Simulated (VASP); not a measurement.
Runs of VASP 6.6.1 on KMgF3. The structure is cubic, space group Pm-3m (No. 221). Conventional cell: a = 3.986 Å, b = 3.986 Å, c = 3.986 Å, α = 90.00°, β = 90.00°, γ = 90.00°. K (site symmetry m-3m) has 12 F at 2.82 Å as nearest neighbours. Mg (site symmetry m-3m) has 6 F at 1.99 Å as nearest neighbours. F (site symmetry 4/mmm) has 2 Mg at 1.99 Å as nearest neighbours. 

| task | level | potentials or basis | cutoff (eV) | smearing | gap on the mesh (eV) | pressure (GPa) |
| --- | --- | --- | --- | --- | --- | --- |
| Born charges and dielectric tensor | RPBE+D3 | VASP PAW PBE potentials, release 64 (K_pv, Mg, F) | 500 | fermi-dirac 0.02 eV | 7.63 | - |
| single point | revPBE | VASP PAW PBE potentials, release 64 (K_sv, Mg, F) | 520 | gaussian 0.05 eV | 7.58 | 6.7 |
| single point | PBE | VASP PAW PBE potentials, release 64 (K_pv, Mg, F) | 500 | gaussian 0.02 eV | 7.33 | (b) |
| core levels | rev-vdW-DF2 | VASP PAW PBE potentials, release 64 (K_sv_GW, Mg_sv_GW, F_GW) | 600 | tetrahedron | (a) | 0.9 |

Alike in all rows: no spin polarisation; cell as given; k mesh 7 × 7 × 7.

**Question.** Estimate the missing entries.

**Answer.** (a) 7.36; (b) 3.8.

Caveats: an odd mesh through Γ misses points on the zone boundary, where band edges often lie; the PAW data sets were made with another functional, which shifts forces and pressure a little (some runs); the cutoff is under 1.25 times the usual one of these potentials, so pressure, stress and relaxed cells hold a basis-set (Pulay) error (some runs).

The runs don't all hold the same shells in valence.
